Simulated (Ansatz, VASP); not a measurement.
**CdSe: VASP beside Ansatz**

File INCAR:

```
PREC = Accurate
ENCUT = 520
EDIFF = 1E-6
ISMEAR = 0
SIGMA = 0.02
LREAL = F
LASPH = T
NELM = 100
ALGO = Fast
ISIF = 2
LWAVE = F
LCHARG = F
GGA = PE
NBANDS = 16
```

File KPOINTS:

```
regular mesh
0
Gamma
  10 10 10
```

File POSCAR:

```
CdSe
1.0
    0.0000000000      3.0702711986      3.0702711986
    3.0702711986      0.0000000000      3.0702711986
    3.0702711986      3.0702711986      0.0000000000
Cd Se
1 1
Direct
    0.0000000000      0.0000000000      0.0000000000
    0.7500000000      0.7500000000      0.7500000000
```

Input for Ansatz:

```yaml
crystal:
  lattice:
    - [0.0, 3.0702711986, 3.0702711986]
    - [3.0702711986, 0.0, 3.0702711986]
    - [3.0702711986, 3.0702711986, 0.0]
  atoms:
    - { symbol: Cd, position: [0.0, 0.0, 0.0] }
    - { symbol: Se, position: [0.75, 0.75, 0.75] }
basis:
  ecutwfc: 420
kpoints:
  mp_grid: { grid: [10, 10, 10] }
hamiltonian:
  xc: pbe
scf:
  occupations: { method: gaussian, width: 0.02 }
output:
  forces: true
  stress: true
  eigenvalues: true
```

Alike in both runs: task single point; functional PBE; k mesh 10 × 10 × 10; occupations gaussian, width 0.02 eV; no spin polarisation.

|  | VASP | Ansatz |
| --- | --- | --- |
| version | VASP 6.6.1 | Ansatz 0.2.0 |
| potentials or method | VASP PAW PBE potentials, release 64 (Cd, Se) | scalar-relativistic, plane waves, PAW |
| plane-wave cutoff (eV) | 520 | 420 |
| valence electrons in the cell | 18 | 36 |

|  | VASP | Ansatz | Ansatz less VASP |
| --- | --- | --- | --- |
| gap on the k mesh at the Fermi level (eV) | 0.55 | 0.55 | +0.001 |
| least direct gap on the mesh (eV) | 0.55 | 0.55 | +0.001 |
| pressure (GPa) | 1.6 | 1.3 | -0.28 |

The two sets of potentials don't hold the same shells in valence.
